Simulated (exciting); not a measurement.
GaAs:

```
As Ga
1.0
     3.99777    0.00000    0.00000
     1.99888    3.46217    0.00000
     1.99888    1.15406    3.26417
As Ga
1 1
Direct
  0.75000 0.75000 0.75000
  0.00000 0.00000 0.00000
```

Base run:

* Program: exciting (release sodium)
* Functional: PBE
* Potentials or basis: all-electron LAPW+lo, shipped species files, valence relativity iora*
* rgkmax: 9
* k mesh: 8 × 8 × 8
* Occupations: gaussian, width 0.05 eV
* Spin: no spin polarisation

Its results: band gap on the k mesh 0.51 eV, direct.

Question: The run is repeated on the same cell with these changes: functional from PBE to LDA. What comes out?

Answer: Band gap on the k mesh 0.28 eV, direct.

A k mesh can miss the band edges.

Not every run made on this cell is shown here.
